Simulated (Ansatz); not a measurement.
LiCl, space group P6_3mc, a phonon calculation by linear response

Program: the Ansatz DFT code, driven from Python.

Contents of `licl.xyz`:
```text
4
Lattice="3.92488221 0.0 0.0 -1.9624411 3.3990477 0.0 0.0 0.0 6.357161" Properties=species:S:1:pos:R:3 pbc="T T T"
Li    1.96244112    1.13301589    5.56898111
Li   -0.00000002    2.26603181    2.39040061
Cl    1.96244112    1.13301589    3.17212162
Cl   -0.00000002    2.26603181    6.35070212
```

At the Python prompt:
```pycon
>>> from pathlib import Path
>>> import warnings
>>> import ansatz as az
>>> import numpy as np
>>> warnings.simplefilter('ignore', az.DeckWarning)
>>> structure = az.Crystal.from_extxyz('licl.xyz')
>>> structure.resolved().tree()['lattice']
((3.92488221, 0.0, 0.0), (-1.9624411, 3.3990477, 0.0), (0.0, 0.0, 6.357161))
>>> model = structure.calculation()
>>> model = model.functional('lda')
>>> model = model.pseudopotentials('paw')
>>> model = model.basis(510)
>>> model = model.occupations('fixed')
>>> model = model.scf(tolerance=1e-07).kpoints(6, 6, 4)
>>> model = model.phonons('dfpt', points=[(0, 0, 0), (0.5, 0.5, 0)])
>>> done = model.run(threads=1, runs_dir='runs')

>>> ph = done.phonons
>>> for q in ph.qpoints:
...     thz = np.asarray(q.omega_inv_cm) / 33.35641
...     print('q = ({:.2f}, {:.2f}, {:.2f})'.format(*q.q_frac), np.round(thz, 2) + 0.0, 'THz')
...
q = (0.00, 0.00, 0.00) [ 0.    0.    0.    2.18  2.18  5.09  8.43  8.46  8.46  8.67  8.67 10.49] THz
q = (0.50, 0.50, 0.00) [ 2.11  2.87  3.21  4.01  4.42  4.77  8.29  8.4   8.42  8.5  10.58 10.66] THz
```

Reading the output:
- The cell isn't relaxed first, so the values belong to this volume.
- No non-analytic term is added, so at the zone centre the longitudinal optical modes of a polar crystal aren't split off.
- This cell is a computed structure, which may not be the phase found in nature.
- The structure is taken as given; imaginary modes can come from an unrelaxed or unstable start.
- Timing: 60 s on 1 thread of Intel(R) Xeon(R) Platinum 8223CL CPU @ 3.00GHz (Skylake/Cascade Lake), with other jobs on the host, peak memory 0.67 GiB.

(Lines on the test bed's own set-up are left out of the output.)
